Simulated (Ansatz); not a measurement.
Runs of Ansatz 0.2.0 on Cu. Symmetry: Fm-3m, No. 225, cubic system. Conventional cell: a = 3.615 Å, b = 3.615 Å, c = 3.615 Å, α = 90.00°, β = 90.00°, γ = 90.00°. Cu (site symmetry m-3m) is surrounded by 12 Cu at 2.56 Å. 

```csv
task,level,k mesh,smearing,q mesh,points for each segment of the path,atoms under strain,gap on the mesh (eV),pressure (GPa)
phonons,PBEsol,10 × 10 × 10,fermi-dirac 0.05 eV,2 × 2 × 2,8,-,none,-
elastic constants,PBEsol,10 × 10 × 10,fermi-dirac 0.05 eV,-,-,relaxed,none,(a)
single point,PBEsol,13 × 13 × 13,gaussian 0.1 eV,-,-,-,none,-6.6
phonons,PBE,10 × 10 × 10,fermi-dirac 0.05 eV,2 × 2 × 2,8,-,none,-
single point,LDA,13 × 13 × 13,gaussian 0.02 eV,-,-,-,none,-12.6
elastic constants,PBE,10 × 10 × 10,fermi-dirac 0.05 eV,-,-,clamped,none,(b)
single point,RPBE,13 × 13 × 13,gaussian 0.02 eV,-,-,-,none,6.6
```

Alike in all rows: potentials or basis Ansatz PAW; no spin polarisation; cell as given; cutoff (eV) 420.

Fill in the values left out.

(a) -6.4; (b) 1.9.

Caveats: the PAW data sets come from PBE, with cores solved anew for the run's functional, which leaves a small shift of forces and pressure (some runs); elastic constants of metals need much finer meshes, so these are rough (some runs); the cell is more than 3 GPa from zero pressure, which shifts response properties (some runs).

A gap of «none» marks a metal or a gap under the smearing width.
